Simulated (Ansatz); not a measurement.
# NiSb: how the free axis answers a strain

NiSb, P6_3/mmc, a = 3.916 Å, c = 5.070 Å. The structure is a COD entry; whether it is the stable form wasn't checked. Ansatz: PBEsol, PAW, 420 eV, Γ-centred 18×18×10 mesh on 4 atoms, Gaussian smearing 0.10 eV; no spin polarisation. Series: uniaxial strain along c, with a, b and atoms relaxed; x is the strain in per cent. y is the change of a in per cent of 3.916 Å.

| x (%) | y (%) |
| --- | --- |
| -2.0 | ? |
| -1.0 | 0.31 |
| 0.0 | 0.00 |
| 1.0 | -0.30 |
| 2.0 | -0.58 |

Problem. Fit y = c1 x + c2 x² to the other rows, say what c1 measures, and predict the missing y.

Solution. Least squares on the rows shown. y = −0.3041 x + 0.006818 x². So −c1 = 0.304 is Poisson's ratio for this pair of axes. At x = -2.0 the fit asked for gives 0.64 %. The run gave 0.63 %, so the fit is 0.01 % too high, a small miss on the scale of the series. The form still works here, 33 % of the fitted range beyond its end.

2 further runs of this set didn't finish or converge.